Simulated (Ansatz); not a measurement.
An Ansatz input:

```yaml
crystal:
  lattice:
    - [2.4756269362, 0.0, 0.0]
    - [-1.2378134681, 2.143955817, 0.0]
    - [0.0, 0.0, 8.7420283658]
  atoms:
    - { symbol: Cr, position: [1.0, 1.0, 1.0], spin: 1.5 }
    - { symbol: Cr, position: [1.0, 1.0, 0.5], spin: 1.5 }
    - { symbol: Cr, position: [0.3333333333, 0.6666666667, 0.25], spin: 1.5 }
    - { symbol: Cr, position: [0.6666666667, 0.3333333333, 0.75], spin: 1.5 }
hamiltonian:
  xc: revpbe
  pseudopotentials:
    kind: paw
    azcp:
      Cr: "pseudopotentials/Cr.paw.azcp"
basis:
  ecutwfc: 420
  fft_grid_basis: typed
kpoints:
  mp_grid: { grid: [16, 16, 4], shift: [0, 0, 0] }
magnetization:
  spin_polarized: true
scf:
  occupations: { method: fermi_dirac, width: 0.05 }
  lower_state_search: "off"
output:
  stress: true
```

and its output:

```
Engine: ansatz 0.2.0, aarch64-unknown-linux-gnu
Pseudopotentials: kind: paw
Pseudopotential: Cr, paw, valence charge 14, recommended cutoff 420 eV (normal) 
Functional definition: revPBE
  parameter kappa = 1.245
  parameter beta = 0.06672455060314922
  exchange = pbe_x(kappa = kappa, mu = beta*pi^2/3)
  correlation = pbe_c(beta = beta)
Crystal: 4 atoms, lattice volume = 46.399 Å³
Basis set: ecut = 420 eV, 863 PW (Γ)
Bands: 38, of which v1, the nominal top of the filled ones, is band 28 counted from 1 (27 counted from 0)
Symmetry: 24 space group operations
Space group: P63/mmc (ITA 194), of the structure as read, at distance tolerance 3.6e-5 Å
Magnetic group: BNS 194.263 (UNI 1493), of the structure as read, at distance tolerance 3.6e-5 Å
k-points: 90 of 1024
Non-local potential: Cr, projectors of the file, l = 0: 3, l = 1: 2, l = 2: 3, l = 3: 1
PAW form: soft (Blöchl's): semilocal exchange-correlation on the pseudo side does not see the compensation charge
PAW frozen core: Cr, regenerated for the run's functional, and the local potential with it (the file was generated under x = pbe(κ = 0.804, μ = 0.2195149727645171), c = pbe(β = 0.06672455060314922))
PAW one-centre angular grid: Cr, 590 points (default); XC on 64 Gauss nodes
Initial density: superposition of atomic densities (chi_scale 0.1, normalization cell)
Starting moments: Σ|m| = 6 μB on 4 of 4 sites
Initial wavefunctions: pseudopotential atomic-orbital guess
Functional: x = revpbe(κ = 1.245, μ = 0.2195149727645171), c = pbe(β = 0.06672455060314922)
SCF iter   1: F=—  HF=-13526.900627 eV  |F-HF|=—  |Δ(HF+E_count)|=         —  Δρ=2.00e-1 (↑2.00e-1 ↓5.57e-2)  dr2=2.03e1  dr2_m=3.52e0  M=2.808 μB ∫|m|=2.810 μB  β_m=0.30  ethr=3.10e-3  ⟨swp⟩=3.4  Hψ=20559  notcnv=0  defer=1
SCF iter   2: F=—  HF=-13523.131019 eV  |F-HF|=—  |Δ(HF+E_count)|=    3.77e0  Δρ=1.17e-1 (↑1.17e-1 ↓3.89e-2)  dr2=5.81e0  dr2_m=1.68e0  M=2.736 μB ∫|m|=2.740 μB  β_m=0.30  ethr=3.10e-3  ⟨swp⟩=2.1  Hψ=13964  notcnv=0  defer=342
SCF iter   3: F=—  HF=-13521.912728 eV  |F-HF|=—  |Δ(HF+E_count)|=    1.22e0  Δρ=5.09e-2 (↑4.28e-2 ↓5.09e-2)  dr2=1.25e0  dr2_m=6.90e-1  M=2.815 μB ∫|m|=2.818 μB  β_m=0.30  ethr=3.10e-3  ⟨swp⟩=3.0  Hψ=13721  notcnv=0  defer=337
SCF iter   4: F=—  HF=-13522.060367 eV  |F-HF|=—  |Δ(HF+E_count)|=   1.48e-1  Δρ=5.05e-2 (↑5.05e-2 ↓5.01e-2)  dr2=3.58e0  dr2_m=5.54e-1  M=2.480 μB ∫|m|=2.485 μB  β_m=0.30  ethr=2.23e-3  ⟨swp⟩=2.3  Hψ=9887  notcnv=0  defer=270
SCF iter   5: F=—  HF=-13521.936829 eV  |F-HF|=—  |Δ(HF+E_count)|=   1.24e-1  Δρ=3.59e-2 (↑3.59e-2 ↓2.78e-2)  dr2=3.24e-2  dr2_m=4.28e-1  M=2.206 μB ∫|m|=2.211 μB  β_m=0.30  ethr=2.23e-3  ⟨swp⟩=2.8  Hψ=11123  notcnv=0  defer=271
SCF iter   6: F=—  HF=-13521.978239 eV  |F-HF|=—  |Δ(HF+E_count)|=   4.14e-2  Δρ=2.76e-2 (↑2.58e-2 ↓2.76e-2)  dr2=1.76e-3  dr2_m=3.03e-1  M=2.011 μB ∫|m|=2.016 μB  β_m=0.30  ethr=5.78e-5  ⟨swp⟩=2.3  Hψ=12619  notcnv=0  defer=266
...
iter 25 did not close the SCF: its close was put off for a magnetic moment that had not settled (scf_convergence_deferred on its scf_iter line)
SCF iter  25: F=-13522.168127 eV  HF=-13522.168127 eV  |F-HF|=8.49e-10  |Δ(HF+E_count)|=   1.19e-8  Δρ=1.77e-6 (↑1.77e-6 ↓1.45e-6)  dr2=2.28e-9  dr2_m=3.96e-10  M=-0.000 μB ∫|m|=0.000 μB  β_m=0.85  ethr=7.51e-12  ⟨swp⟩=1.0  Hψ=18895  notcnv=0
iter 26 did not close the SCF: its close was put off for a magnetic moment that had not settled (scf_convergence_deferred on its scf_iter line)
SCF iter  26: F=-13522.168127 eV  HF=-13522.168127 eV  |F-HF|=2.45e-9  |Δ(HF+E_count)|=   1.04e-9  Δρ=1.47e-6 (↑1.47e-6 ↓1.03e-6)  dr2=2.55e-9  dr2_m=1.30e-10  M=-0.000 μB ∫|m|=0.000 μB  β_m=0.70  ethr=4.08e-12  ⟨swp⟩=1.0  Hψ=18939  notcnv=0
SCF iter  27: F=-13522.168127 eV  HF=-13522.168127 eV  |F-HF|=6.04e-10  |Δ(HF+E_count)|=  2.47e-10  Δρ=6.07e-7 (↑4.96e-7 ↓6.07e-7)  dr2=6.70e-10  dr2_m=4.57e-11  M=-0.000 μB ∫|m|=0.000 μB  ethr=4.08e-12  ⟨swp⟩=1.0  Hψ=16269  notcnv=0
WARN: the starting moments were not kept: the SCF closed with an absolute magnetisation of 3.1e-5 μB, where they sum to 6 μB in size (4 sites). That is at most 0.1 of that sum. Measured as dr2_m measures the in/out step, that magnetisation stands 2.7e-10 eV from none, at or under the dr2_threshold of 1.0e-7 eV: it is no larger than a step whose dr2_m would equal this threshold. The system may hold no moment; this SCF shows only that its start led to no more than that. To try another start: raise the starting moments (crystal.atoms[].spin, magnetization.per_species, magnetization.initial_magnetization, or on a non-collinear deck that types none of these the spinor_matrix: blocks that start its atoms; where the total moment is fixed, keep their sum and leave initial_magnetization as it is; typed ones take the place of any that the run laid by itself, positive ones on a crystal's lanthanoids without a Hubbard term where scf.initial_density.shell_occupations: [] is typed) or, if the notice of its spin-set hold's release reads "site moments contracting" or "site moments show no strong build", lengthen the hold (scf.mixing.spin_hold: { on: { confirm: 4 } }; for m-r²SCAN on two components see the key's manual first). Each may lead to a state that holds a moment. A second SCF, from the converged charge density, with the starting moments and any scf.initial_density.shell_occupations laid on it anew, would have followed, and was not run: the deck does not ask for one (magnetization.retry_lost_moments is false, the default). To let it run, set magnetization.retry_lost_moments: true and run the deck again, where that key's refused combinations let it; where memory then withholds it, that run's warning says so.
SCF 1 converged in 27 iterations: F = -13522.168127 eV  dr2 = 6.70e-10
SCF converged after 27 iterations
Magnetization: -0.0000 μB (28.0000 up, 28.0000 down)
Absolute magnetization: 0.0000 μB (∫|ρ↑−ρ↓|, with the PAW one-centre terms)
Spin contamination: 0.0000 ħ² per cell (⟨S²⟩ above its minimum at these occupations)
Per-site moments (μB) at R_I (Å): [(-1.0378064928581894e-5, 1.0211961111724408), (-1.037806492859558e-5, 1.0211961111724408), (-2.9495091973945057e-6, 1.0211961111724408), (-2.9495091970741646e-6, 1.0211961111724408)]
Free energy (F): -13522.168127 eV
Harris-Foulkes:  -13522.168127 eV  (|F-HF|=6.04e-10)
Internal energy: -13522.117239 eV  (E = F + TS)
E sigma→0 (E₀):  -13522.142683 eV
Entropy (-TS):   -0.050889 eV (-12.722 meV/atom)
Fermi energy:    19.252145 eV
--- Per-component energies (eV) ---
  E_band       = -572.746449
  E_kinetic    = 1376.355359
  E_local      = -4734.929595  (includes V_loc(G=0)·N_el)
  E_nonlocal   = 314.010713
  E_hartree    = 2073.053719
  E_xc         = -561.256348
  E_vxc        = -715.433143  (∫ρ·V_xc dr)
  E_paw        = -4793.813902  (= ΣΔE_a)
  E_vpaw       = -958.858588  (= ΣTr[D̂ρ^β])
  E_aug_tail   = 0.001427  (compensation charges beyond the density's cutoff)
  E_ewald      = -7195.392915
  E_core_change = -0.145697  (= ΣΔE_core)
  E_smearing   = -0.050889  (= −TS)
  E_closure    = -0.000000  (closes the sum)
  Σ components = -13522.168127   (vs F -13522.168127, Δ=0.00e0)
--- Stress (GPa, compression-positive) ---
       10.656859       0.000000      -0.000000
        0.000000      10.656859       0.000000
       -0.000000       0.000000       9.073944
  P = ⅓ Tr σ = 10.1292 GPa (101.292 kbar)
```
